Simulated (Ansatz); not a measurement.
Crystal: Cs2AgBiBr6.

```
Bi Cs Ag Br
1.0
     0.00000    5.61610    5.61610
     5.61610    0.00000    5.61610
     5.61610    5.61610    0.00000
Bi Cs Ag Br
1 2 1 6
Cartesian
  0.0000 0.0000 0.0000
  8.4242 8.4242 8.4242
  2.8081 2.8081 2.8081
  5.6161 5.6161 5.6161
  5.6161 5.6161 8.4180
  5.6161 5.6161 2.8142
  2.8142 5.6161 5.6161
  5.6161 8.4180 5.6161
  8.4180 5.6161 5.6161
  5.6161 2.8142 5.6161
```

```yaml
Program: Ansatz 0.2.0
Task: relaxation of cell and atoms
Functional: PBEsol
Potentials_or_basis: Ansatz PAW
Cutoff: "420 eV (not typed: the program's choice for these potentials)"
k_mesh: 3 × 3 × 3
Occupations: fermi-dirac, width 0.05 eV
Spin: no spin polarisation
```

At the start: volume 35.43 Å³/atom.

Question: Where does the relaxation end?

Answer: It ends after 5 steps and the volume is 35.00 Å³/atom (-1.2 %); space group Fm-3m (No. 225, to 0.05 Å).

Step by step:
```csv
step,energy change (eV),largest force (eV/Å),volume (Å³)
1,0.0000,0.2988,354.27
2,-0.0296,0.0508,354.12
3,-0.0341,0.0046,351.52
4,-0.0347,0.0003,350.04
5,-0.0344,0.0003,350.04
```

Final structure:
```yaml
crystal:
  lattice:
    - [0.00000, 5.59364, 5.59364]
    - [5.59364, 0.00000, 5.59364]
    - [5.59364, 5.59364, 0.00000]
  atoms:
    - { symbol: Bi, position: [0.00000, 0.00000, 0.00000] }
    - { symbol: Cs, position: [0.75000, 0.75000, 0.75000] }
    - { symbol: Cs, position: [0.25000, 0.25000, 0.25000] }
    - { symbol: Ag, position: [0.50000, 0.50000, 0.50000] }
    - { symbol: Br, position: [0.74611, 0.74611, 0.25389] }
    - { symbol: Br, position: [0.25389, 0.25389, 0.74611] }
    - { symbol: Br, position: [0.74611, 0.25389, 0.25389] }
    - { symbol: Br, position: [0.74611, 0.25389, 0.74611] }
    - { symbol: Br, position: [0.25389, 0.74611, 0.74611] }
    - { symbol: Br, position: [0.25389, 0.74611, 0.25389] }
```

Caveat: the plane-wave basis is chosen anew once the cell has moved, so the energies of steps on either side of that aren't comparable; the PAW data sets come from PBE, with cores solved anew for the run's functional, which leaves a small shift of forces and pressure.
